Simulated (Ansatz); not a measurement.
Nb: a prediction, then the measurements

These are results of DFT PBE, scalar-relativistic, plane waves, PAW (Ansatz 0.2.0), not measurements.

Cutoff 420 eV; k points 24×24×24 on the computed 1-atom cell (Γ-centred); Gaussian smearing, width 0.10 eV; no spin polarisation.

Relaxed structure:

```cif
data_structure
_symmetry_space_group_name_H-M 'Im-3m'
_symmetry_Int_Tables_number 229
_cell_length_a 3.3098
_cell_length_b 3.3098
_cell_length_c 3.3098
_cell_angle_alpha 90.000
_cell_angle_beta 90.000
_cell_angle_gamma 90.000
_cell_volume 36.26
loop_
_atom_site_label
_atom_site_type_symbol
_atom_site_symmetry_multiplicity
_atom_site_Wyckoff_symbol
_atom_site_fract_x
_atom_site_fract_y
_atom_site_fract_z
_atom_site_occupancy
Nb1 Nb 2 a 0.00000 0.00000 0.00000 1
```

| Quantity | Value |
| --- | --- |
| Space group | Im-3m (No. 229) |
| Volume per atom | 18.13 Å³ |
| Energy over the standard state (uncorrected) | +0.001 eV/atom |
| Kohn–Sham band gap | none (metal) |
| Density of states at the Fermi level | 1.5 states/eV per cell |
| Orbital (Löwdin) character within 0.5 eV of the Fermi level | Nb 4d 86 %, Nb 5s 9 % |
| Bader charge by site (e) | Nb (1 in the cell) 0.00 |

**Against measurements.**

A measured lattice constant a of Nb is 3.3 Å (a printed reference work (data compilation)); the calculated 3.310 Å exceeds it by 0.3 %. The calculation is for 0 K without zero-point motion.

The cell was reached from a generator's guess, though it ends in a space group that the Crystallography Open Database lists for this formula. Löwdin shares on free-atom orbitals overweight diffuse shells.
